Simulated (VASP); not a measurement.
# Br (Immm) in VASP: settings compared

One crystal, Br, is run at these levels: PBE+D3(BJ), PBE, LDA, vdW-DF; tasks: optical spectrum, band structure, density of states.

Everything below comes from runs of VASP 6.6.1. Logs are shortened: lines on timing, memory, paths and dates and some standing lists are left out, and cuts for length are marked.

## Step 1: Starting point

It takes space group Immm (No. 71, orthorhombic). The conventional cell has a = 2.574 Å, b = 3.440 Å, c = 7.156 Å, α = 90.00°, β = 90.00°, γ = 90.00°. Br (site symmetry mmm) is surrounded by 2 Br at 2.57 Å.

## Step 2: Optical spectrum, PBE+D3(BJ) (volume scaled by 0.88)

Contents of INCAR:

```
  PREC = Accurate
  ENCUT = 520
  EDIFF = 1E-6
  ISMEAR = 0
  SIGMA = 0.05
  LREAL = False
  LASPH = True
  NELM = 80
  ALGO = Normal
  ISIF = 2
  LWAVE = False
  LCHARG = False
  GGA = PE
  IVDW = 12
  LOPTICS = True
  NBANDS = 36
  NEDOS = 1000
  CSHIFT = 0.05
```

Contents of KPOINTS:

```
Automatic mesh
0
Gamma
  13 13 13
```

Contents of POSCAR:

```
Br
1.0
   -1.2330895374      1.6482457476      3.4287315785
    1.2330895374     -1.6482457476      3.4287315785
    1.2330895374      1.6482457476     -3.4287315785
Br
1
Direct
    0.0000000000      0.0000000000      0.0000000000
```

Potentials or basis: VASP PAW PBE potentials, release 64 (Br).

Run with:

```console
$ cat potpaw_PBE.64/Br/POTCAR > POTCAR
$ mpirun -np 1 vasp_std > vasp.out
```

OUTCAR:

```text
PREC = Accurate
   ENCUT = 520
   EDIFF = 1E-6
   ISMEAR = 0
   LREAL = False
   LASPH = True
   NELM = 80
   ISIF = 2
   GGA = PE
   IVDW = 12
 IVDW          = 12

 ion  position               nearest neighbor table
   1  0.000  0.000  0.000-

  LATTYP: Found a body centered orthorhombic cell.
 ALAT       =     2.4661790748
 B/A-ratio  =     1.3366796957
 C/A-ratio  =     2.7806022795

  Lattice vectors:

 A1 = (  -1.2330895374,   1.6482457476,   3.4287315785)
 A2 = (   1.2330895374,  -1.6482457476,   3.4287315785)
 A3 = (   1.2330895374,   1.6482457476,  -3.4287315785)

Analysis of symmetry for initial positions (statically):
=====================================================================
 Subroutine PRICEL returns:
 Original cell was already a primitive cell.

 Routine SETGRP: Setting up the symmetry group for a
 body centered orthorhombic supercell.

 Subroutine GETGRP returns: Found  8 space group operations
 (whereof  8 operations were pure point group operations)
 out of a pool of  8 trial point group operations.

The static configuration has the point symmetry D_2h.

Analysis of symmetry for dynamics (positions and initial velocities):
=====================================================================
 Subroutine PRICEL returns:
 Original cell was already a primitive cell.

 Routine SETGRP: Setting up the symmetry group for a
 body centered orthorhombic supercell.

 Subroutine GETGRP returns: Found  8 space group operations
 (whereof  8 operations were pure point group operations)
 out of a pool of  8 trial point group operations.

The dynamic configuration has the point symmetry D_2h.

 Subroutine INISYM returns: Found  8 space group operations
 (whereof  8 operations are pure point group operations),
 and found     1 'primitive' translations

----------------------------------------------------------------------------------------

                                     Primitive cell

  volume of cell :      27.8747

  direct lattice vectors                    reciprocal lattice vectors
    -1.233089537  1.648245748  3.428731578     0.000000000  0.303352823  0.145826522
     1.233089537 -1.648245748  3.428731578     0.405485559  0.000000000  0.145826522
     1.233089537  1.648245748 -3.428731578     0.405485559  0.303352823  0.000000000

  length of vectors
     3.999177927  3.999177927  3.999177927     0.336583288  0.430910562  0.506400507

  position of ions in fractional coordinates (direct lattice)
     0.000000000  0.000000000  0.000000000

  ion indices of the primitive-cell ions
   primitive index   ion index
                 1           1

----------------------------------------------------------------------------------------

 KPOINTS: Automatic mesh

Automatic generation of k-mesh.
 Grid dimensions read from file:
 generate k-points for:   13   13   13

 Generating k-lattice:

  Cartesian coordinates                     Fractional coordinates (reciprocal lattice)
     0.000000000  0.023334833  0.011217425     0.076923077  0.000000000 -0.000000000
     0.031191197  0.000000000  0.011217425     0.000000000  0.076923077  0.000000000
     0.031191197  0.023334833  0.000000000    -0.000000000  0.000000000  0.076923077

  Length of vectors
     0.025891022  0.033146966  0.038953885

  Shift w.r.t. Gamma in fractional coordinates (k-lattice)
     0.000000000  0.000000000  0.000000000

[... 81 lines left out ...]
 non-spin polarized calculation
 Gauss-broadening in eV      SIGMA  =   0.05
  energy-cutoff  :      520.00
  volume of cell :       27.87
 maximum number of plane-waves:       770
 NGX is ok and might be reduce to    30
   NGX = 15   NGY = 15   NGZ = 15

 number of electron       7.0000001 magnetization

 Free energy of the ion-electron system (eV)
  ---------------------------------------------------
  ext. energy  EPLUGINS =         0.00000000
  ---------------------------------------------------
  free energy    TOTEN  =        -1.46134461 eV

  energy without entropy =       -1.46034401  energy(sigma->0) =       -1.46084431

 E-fermi :   1.3458     XC(G=0):  -8.7535

 val. band max:        1.3358657041   @ k =  -0.1538   0.3846   0.0000
 cond. band min:       1.3507086008   @ k =  -0.3077   0.3846   0.3077
 fundamental gap:      0.0148428968
 Fermi energy:         1.3458336131

 k-point     1 :       0.0000    0.0000    0.0000
  band No.  band energies     occupation
      1     -15.1780      2.00000
      2      -0.8065      2.00000
      3       0.1184      2.00000
      4       6.3024      0.00000
      5       6.6411      0.00000
      6      10.4891      0.00000
      7      13.5540      0.00000
      8      15.1419      0.00000
      9      16.1682      0.00000
     10      22.4068      0.00000
     11      23.8926      0.00000
     12      25.6291      0.00000
     13      28.1777      0.00000
     14      32.0688      0.00000
[... 401 lines left out ...]
      2      -1.6205      2.00000
      3      -0.7624      2.00000
      4       2.8828      0.00000
      5       9.0686      0.00000
      6      12.0238      0.00000
      7      14.2271      0.00000
      8      17.3633      0.00000
      9      18.4442      0.00000
     10      19.7779      0.00000
     11      23.1580      0.00000
     12      23.4424      0.00000
     13      28.0398      0.00000
     14      30.2550      0.00000
     15      30.5279      0.00000

 [... further k-points ...]

 [bands above 15 left out]

------------------------ aborting loop because EDIFF is reached ----------------------------------------

 Edisp (eV)   -0.26093

 E8    (eV) :    -0.1035

  FORCE on cell =-STRESS in cart. coord.  units (eV):
  Direction    XX          YY          ZZ          XY          YZ          ZX
  --------------------------------------------------------------------------------------
  -------------------------------------------------------------------------------------
  Total       2.33977     0.33876     0.06395    -0.00000     0.00000     0.00000
  in kB     134.48495    19.47107     3.67589    -0.00000     0.00000     0.00000
  external pressure =       52.54 kB  Pullay stress =        0.00 kB

 VOLUME and BASIS-vectors are now :
 -----------------------------------------------------------------------------
  energy-cutoff  :      520.00
  volume of cell :       27.87
      direct lattice vectors                 reciprocal lattice vectors
    -1.233089537  1.648245748  3.428731578     0.000000000  0.303352823  0.145826522
     1.233089537 -1.648245748  3.428731578     0.405485559  0.000000000  0.145826522
     1.233089537  1.648245748 -3.428731578     0.405485559  0.303352823  0.000000000

 POSITION                                       TOTAL-FORCE (eV/Angst)
 -----------------------------------------------------------------------------------
      0.00000      0.00000      0.00000         0.000000     -0.000000     -0.000000
 -----------------------------------------------------------------------------------
    total drift:                               -0.000000      0.000000      0.000000

  FREE ENERGIE OF THE ION-ELECTRON SYSTEM (eV)
  ---------------------------------------------------
  free  energy   TOTEN  =        -1.7222739057 eV

  energy  without entropy=       -1.7212733037  energy(sigma->0) =       -1.72177360

 electrical conductivity sigma (Mega S m-1) (frequency dependency in vasprun.xml)
  --------------------------------------------------------------------------------------
       0.051       0.000       0.000
       0.000       0.069       0.000
       0.000       0.000       0.000

  frequency dependent IMAGINARY DIELECTRIC FUNCTION (independent particle, no local field effects) density-density
     E(ev)      X         Y         Z        XY        YZ        ZX
  --------------------------------------------------------------------------------------------------------------
     0.00000    -0.00000    -0.00000    -0.00000    -0.00000     0.00000     0.00000
     0.93726     0.28966     0.86952     0.26090    -0.00000     0.00000     0.00000
     1.87452     0.00217     0.10048     0.01698    -0.00000     0.00000     0.00000
     2.81178     0.00000     0.00000     0.00000     0.00000     0.00000     0.00000
     3.74904     0.01947     0.00436     0.00483     0.00000     0.00000     0.00000
     4.68630     0.01973     0.00115     0.01903     0.00000     0.00000     0.00000
[... 92 lines left out ...]
    91.85153     0.00000     0.00000     0.00000     0.00000     0.00000     0.00000
    92.78879     0.00000     0.00000     0.00000     0.00000     0.00000     0.00000

  frequency dependent      REAL DIELECTRIC FUNCTION (independent particle, no local field effects) density-density
     E(ev)        X           Y           Z          XY          YZ          ZX
  --------------------------------------------------------------------------------------------------------------
     0.00000     3.30832     5.45070     3.57093    -0.00000     0.00000     0.00000
     0.93726     2.14471     2.37782     3.14811     0.00000     0.00000     0.00000
     1.87452     2.50368     2.77384     3.22152     0.00000     0.00000     0.00000
     2.81178     2.72696     3.05790     3.34184     0.00000     0.00000     0.00000
     3.74904     2.89647     3.28625     3.51275     0.00000     0.00000     0.00000
     4.68630     3.13189     3.56064     3.74982     0.00000     0.00000     0.00000
[... 92 lines left out ...]
    91.85153     0.97561     0.96104     0.95846    -0.00000     0.00000     0.00000
    92.78879     0.97613     0.96186     0.95933    -0.00000     0.00000     0.00000

  frequency dependent IMAGINARY DIELECTRIC FUNCTION (independent particle, no local field effects) current-current
     E(ev)      X         Y         Z        XY        YZ        ZX
  --------------------------------------------------------------------------------------------------------------
     0.00000     0.00005     0.00042     0.00013     0.00000     0.00000     0.00000
     0.93726     0.28324     0.88735     0.26347     0.00000     0.00000     0.00000
     1.87452     0.00212     0.09939     0.01790    -0.00000     0.00000     0.00000
     2.81178     0.00000     0.00000     0.00000     0.00000     0.00000     0.00000
     3.74904     0.01955     0.00423     0.00484    -0.00000     0.00000     0.00000
     4.68630     0.01979     0.00116     0.01913     0.00000     0.00000     0.00000
[... 92 lines left out ...]
    91.85153     0.00000     0.00000     0.00000     0.00000     0.00000     0.00000
    92.78879     0.00000     0.00000     0.00000     0.00000     0.00000     0.00000

  frequency dependent      REAL DIELECTRIC FUNCTION (independent particle, no local field effects) current-current
     E(ev)        X           Y           Z          XY          YZ          ZX
  --------------------------------------------------------------------------------------------------------------
     0.00000     3.31495     5.47558     3.57267    -0.00000     0.00000     0.00000
     0.93726     2.10827     2.28425     3.12172    -0.00000     0.00000     0.00000
     1.87452     2.50288     2.76621     3.22029    -0.00000     0.00000     0.00000
     2.81178     2.72689     3.05780     3.34178    -0.00000     0.00000     0.00000
     3.74904     2.89578     3.28604     3.51253    -0.00000     0.00000     0.00000
     4.68630     3.13144     3.56054     3.74936    -0.00000     0.00000     0.00000
[... 92 lines left out ...]
    91.85153     0.97561     0.96104     0.95846     0.00000     0.00000     0.00000
    92.78879     0.97613     0.96186     0.95933     0.00000     0.00000     0.00000
```

Run time: 3.5 min. Hardware: 1 thread of Intel Xeon 6975P-C (Granite Rapids), shared host; peak memory 0.43 GiB.

Results:

| Property | Result |
| --- | --- |
| Free energy | -1.7223 eV |
| Pressure | 5.3 GPa |
| Band gap on the k mesh | none (metal or under the smearing width) |
| Dispersion energy per atom | -0.261 eV |

Stress tensor (GPa, compression positive):
```
13.45  0.00  0.00
 0.00  1.95  0.00
 0.00  0.00  0.37
```

Levels at points of the mesh, in eV from the Fermi level:
```
           k point  band 1  band 2  band 3  band 4  band 5  band 6  band 7  band 8
(0.00, 0.00, 0.00)  -16.52   -2.15   -1.23    4.96    5.30    9.14   12.21   13.80
```

Dielectric function (mean over the directions given):
| energy (eV) | real part | imaginary part |
| --- | --- | --- |
| 0.28 | 4.11 | 1.54 |
| 0.75 | 2.67 | 1.39 |
| 1.22 | 2.75 | 0.14 |
| 1.78 | 2.82 | 0.16 |
| 2.25 | 2.94 | 0.02 |
| 2.72 | 3.02 | 0.00 |
| 3.28 | 3.14 | 0.02 |
| 3.75 | 3.23 | 0.01 |
| 4.31 | 3.36 | 0.01 |
| 4.78 | 3.51 | 0.01 |
| 5.25 | 3.69 | 0.02 |
| 5.81 | 4.01 | 0.01 |
| 6.28 | 4.44 | 0.01 |
| 6.84 | 5.03 | 0.18 |
| 7.31 | 5.72 | 0.43 |
| 7.78 | 7.29 | 1.59 |
| 8.34 | 6.38 | 6.99 |
| 8.81 | 4.25 | 6.71 |
| 9.28 | 2.79 | 5.58 |
| 9.84 | -0.78 | 5.69 |
| 10.31 | 0.13 | 3.64 |
| 10.87 | 0.33 | 1.88 |
| 11.34 | 0.27 | 3.20 |
| 11.81 | 0.20 | 2.29 |
| 12.37 | 0.92 | 4.15 |
| 12.84 | -0.03 | 2.67 |
| 13.40 | 0.24 | 1.91 |
| 13.87 | 0.15 | 2.99 |
| 14.34 | -0.52 | 2.67 |
| 14.90 | -0.38 | 2.36 |
| 15.37 | -0.75 | 1.70 |
| 15.84 | -0.71 | 1.11 |
| 16.40 | -0.47 | 1.06 |
| 16.87 | -0.14 | 0.93 |
| 17.43 | -0.24 | 0.95 |
| 17.90 | -0.14 | 1.09 |
| 18.37 | -0.22 | 0.57 |
| 18.93 | -0.16 | 0.44 |
| 19.40 | -0.04 | 0.55 |
| 19.96 | 0.00 | 0.69 |

Caveat: spectra need much finer meshes, so this one isn't converged; independent-particle spectra lack excitons; the intraband (Drude) part of a metal's response may be missing; an odd number of electrons without spin polarisation forces a metal; a magnetic or distorted state may lie lower; pairwise dispersion overbinds metals, which lowers pressure and volume.

(Part 1 of 2 ends here.)
